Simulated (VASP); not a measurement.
# Sb (P1) in VASP: settings compared, part 2 of 2

VASP 6.6.1.

## Step 3: Single point, HSE06 (supercell [3, 3, 2], atoms moved at random, drawn with an rms of 0.05 Å)

File POSCAR:

```
Sb
1.0
   10.0635972558      0.0000000000      0.0000000000
   -5.0317986279      8.7153308769      0.0000000000
    0.0000000000      0.0000000000     10.9403213000
Sb
36
Direct
    0.2246670000      0.1139390000      0.3759060000
    0.2198960000      0.1142280000      0.8762240000
    0.2216220000      0.4464450000      0.3760000000
    0.2231480000      0.4445420000      0.8764990000
    0.2197460000      0.7772170000      0.3736780000
    0.2240760000      0.7779150000      0.8741980000
    0.5527820000      0.1102260000      0.3750220000
    0.5569610000      0.1155660000      0.8777610000
    0.5442220000      0.4379420000      0.3745210000
    0.5546650000      0.4451800000      0.8755960000
    0.5599550000      0.7739500000      0.3739650000
    0.5627580000      0.7800040000      0.8768180000
    0.8845200000      0.1054380000      0.3754590000
    0.8871010000      0.1068860000      0.8731260000
    0.8870480000      0.4411920000      0.3747310000
    0.8892350000      0.4445670000      0.8736120000
    0.8921930000      0.7808450000      0.3758800000
    0.8877090000      0.7802960000      0.8736250000
    0.1118870000      0.2185330000      0.1275080000
    0.1089020000      0.2179240000      0.6241390000
    0.1117420000      0.5564950000      0.1223070000
    0.1081530000      0.5562430000      0.6237200000
    0.1131200000      0.8915030000      0.1204790000
    0.1139770000      0.8931040000      0.6241840000
    0.4433220000      0.2248120000      0.1256950000
    0.4465210000      0.2210340000      0.6209370000
    0.4433490000      0.5540210000      0.1271260000
    0.4422150000      0.5499420000      0.6217230000
    0.4482490000      0.8912290000      0.1232440000
    0.4452080000      0.8904230000      0.6262840000
    0.7808310000      0.2231050000      0.1247400000
    0.7788230000      0.2258560000      0.6188280000
    0.7774210000      0.5556690000      0.1210910000
    0.7776490000      0.5533140000      0.6273650000
    0.7785550000      0.8911920000      0.1283420000
    0.7774120000      0.8858740000      0.6208480000
```

File INCAR.step1:

```
PREC = Accurate
ENCUT = 450
EDIFF = 1E-5
ISMEAR = 0
SIGMA = 0.05
LREAL = Auto
LASPH = True
NELM = 60
ALGO = Normal
ISIF = 2
LWAVE = True
LCHARG = False
NBANDS = 114
NSIM = 4
GGA = PE
LUSENCCL = False
```

File INCAR.step2:

```
PREC = Accurate
ENCUT = 450
EDIFF = 1E-5
ISMEAR = 0
SIGMA = 0.05
LREAL = Auto
LASPH = True
NELM = 60
ALGO = Normal
ISIF = 2
LWAVE = False
LCHARG = False
GGA = PE
LHFCALC = True
HFSCREEN = 0.2
PRECFOCK = Fast
NBANDS = 114
NSIM = 4
ISTART = 1
LUSENCCL = False
```

File KPOINTS:

```
regular mesh
0
Gamma
  1 1 1
```

Potentials or basis: VASP PAW PBE potentials, release 64 (Sb).

Run with:

```bash
$ cat potpaw_PBE.64/Sb/POTCAR > POTCAR
$ cp INCAR.step1 INCAR
$ mpirun -np 1 vasp_gam > vasp.out
$ cp INCAR.step2 INCAR
$ mpirun -np 1 vasp_gam > vasp.out
```

It took 6 min on 1 × NVIDIA H100 80GB with 1 thread of AMD EPYC 7R13 (Zen 3), shared host; peak memory 1.5 GiB.

The run converged, but some of its settings lie outside the range that counts as converged, so its numbers aren't taken as properties of the crystal.

Results:

```
Free energy            : -183.3887 eV
Pressure               : -0.9 GPa
Largest force          : 0.373 eV/Å
Band gap on the k mesh : 0.25 eV
```

Caveat: the k mesh is coarse (spacing up to 0.72 Å⁻¹), so the values aren't converged, least of all with exact exchange; the PAW data sets were made with another functional, which shifts forces and pressure a little; spin-orbit coupling is left out, which moves the levels of the heavy elements; an odd mesh through Γ misses points on the zone boundary, where band edges often lie.

## Step 4: Single point, HSE06 (supercell [3, 3, 4], atoms moved at random, drawn with an rms of 0.05 Å)

File POSCAR:

```
Sb
1.0
   10.0635972558      0.0000000000      0.0000000000
   -5.0317986279      8.7153308769      0.0000000000
    0.0000000000      0.0000000000     21.8806426000
Sb
72
Direct
    0.2246670000      0.1139390000      0.1879530000
    0.2198960000      0.1142280000      0.4381120000
    0.2216220000      0.1131110000      0.6880000000
    0.2231480000      0.1112090000      0.9382500000
    0.2197460000      0.4438840000      0.1868390000
    0.2240760000      0.4445810000      0.4370990000
    0.2194490000      0.4435590000      0.6875110000
    0.2236280000      0.4488990000      0.9388800000
    0.2108890000      0.7712750000      0.1872600000
    0.2213310000      0.7785130000      0.4377980000
    0.2266220000      0.7739500000      0.6869820000
    0.2294250000      0.7800040000      0.9384090000
    0.5511870000      0.1054380000      0.1877300000
    0.5537680000      0.1068860000      0.4365630000
    0.5537150000      0.1078590000      0.6873650000
    0.5559010000      0.1112340000      0.9368060000
    0.5588590000      0.4475120000      0.1879400000
    0.5543760000      0.4469630000      0.4368120000
    0.5563320000      0.4407550000      0.6887540000
    0.5533470000      0.4401460000      0.9370700000
    0.5561860000      0.7787170000      0.1861530000
    0.5525980000      0.7784650000      0.4368600000
    0.5575650000      0.7803920000      0.6852390000
    0.5584220000      0.7819930000      0.9370920000
    0.8877670000      0.1137000000      0.1878470000
    0.8909650000      0.1099230000      0.4354680000
    0.8877940000      0.1095760000      0.6885630000
    0.8866590000      0.1054970000      0.9358610000
    0.8926930000      0.4467840000      0.1866220000
    0.8896530000      0.4459780000      0.4381420000
    0.8919420000      0.4453270000      0.6873700000
    0.8899340000      0.4480790000      0.9344140000
    0.8885320000      0.7778910000      0.1855460000
    0.8887600000      0.7755360000      0.4386820000
    0.8896660000      0.7800810000      0.6891710000
    0.8885230000      0.7747630000      0.9354240000
    0.1161460000      0.2218390000      0.0615560000
    0.1112120000      0.2215630000      0.3136680000
    0.1112360000      0.2222700000      0.5615200000
    0.1107320000      0.2186630000      0.8134130000
    0.1130300000      0.5503070000      0.0591190000
    0.1173350000      0.5643260000      0.3111280000
    0.1083960000      0.5575830000      0.5613470000
    0.1090030000      0.5543570000      0.8132290000
    0.1103810000      0.8898450000      0.0622580000
    0.1080430000      0.8877880000      0.3111970000
    0.1091960000      0.8850200000      0.5610020000
    0.1153630000      0.8887060000      0.8124260000
    0.4452450000      0.2207740000      0.0621870000
    0.4461980000      0.2231940000      0.3109110000
    0.4459120000      0.2201900000      0.5610520000
    0.4410880000      0.2208780000      0.8147310000
    0.4412160000      0.5561070000      0.0595690000
    0.4459880000      0.5586520000      0.3121760000
    0.4429670000      0.5563520000      0.5634600000
    0.4498180000      0.5623450000      0.8127870000
    0.4424620000      0.8884550000      0.0624010000
    0.4447170000      0.8887860000      0.3127390000
    0.4408910000      0.8917450000      0.5617120000
    0.4420450000      0.8910840000      0.8143060000
    0.7795250000      0.2227770000      0.0612220000
    0.7878530000      0.2252520000      0.3109380000
    0.7756030000      0.2225220000      0.5603680000
    0.7774900000      0.2206420000      0.8141810000
    0.7759800000      0.5462230000      0.0625570000
    0.7748660000      0.5593750000      0.3127300000
    0.7775790000      0.5518890000      0.5650070000
    0.7819670000      0.5518900000      0.8130110000
    0.7757300000      0.8888080000      0.0607650000
    0.7816760000      0.8855530000      0.3120940000
    0.7781580000      0.8866600000      0.5621720000
    0.7758680000      0.8884290000      0.8108950000
```

File INCAR.step1:

```
ALGO     = Normal         # electronic algorithm
EDIFF    = 1E-5           # SCF threshold, eV
ENCUT    = 450            # plane-wave cutoff, eV
GGA      = PE             # functional
ISIF     = 2              # what is computed and relaxed
ISMEAR   = 0              # smearing method
LASPH    = True           # aspherical terms in the spheres
LREAL    = Auto         
LUSENCCL = False        
LWAVE    = True           # write WAVECAR
NELM     = 80             # most SCF steps
NSIM     = 4            
PREC     = Accurate       # precision mode
SIGMA    = 0.05           # smearing width, eV
```

File INCAR.step2:

```
ALGO     = Normal         # electronic algorithm
EDIFF    = 1E-5           # SCF threshold, eV
ENCUT    = 450            # plane-wave cutoff, eV
GGA      = PE             # functional
HFSCREEN = 0.2            # screening, 1/A
ISIF     = 2              # what is computed and relaxed
ISMEAR   = 0              # smearing method
ISTART   = 1            
LASPH    = True           # aspherical terms in the spheres
LCHARG   = False          # write CHGCAR
LHFCALC  = True           # exact exchange
LREAL    = Auto         
LUSENCCL = False        
LWAVE    = False          # write WAVECAR
NELM     = 80             # most SCF steps
NSIM     = 4            
PREC     = Accurate       # precision mode
PRECFOCK = Normal       
SIGMA    = 0.05           # smearing width, eV
```

File KPOINTS:

```
k-points
0
Gamma
  1 1 1
```

Run with:

```bash
$ cat potpaw_PBE.64/Sb/POTCAR > POTCAR
$ cp INCAR.step1 INCAR
$ mpirun -np 1 vasp_gam > vasp.out
$ cp INCAR.step2 INCAR
$ mpirun -np 1 vasp_gam > vasp.out
```

Wall time 7.3 min (1 × NVIDIA H100 80GB with 1 thread of AMD EPYC 7R13 (Zen 3), shared host); peak memory 1.8 GiB.

These settings aren't checked as converged: the numbers below hold their error.

Results:

- Free energy: -379.6830 eV
- Pressure: -2.6 GPa
- Largest force: 0.435 eV/Å
- Band gap on the k mesh: 0.12 eV

Caveat: the k mesh is coarse (spacing up to 0.72 Å⁻¹), so the values aren't converged, least of all with exact exchange; the PAW data sets were made with another functional, which shifts forces and pressure a little; spin-orbit coupling is left out, which moves the levels of the heavy elements; an odd mesh through Γ misses points on the zone boundary, where band edges often lie.
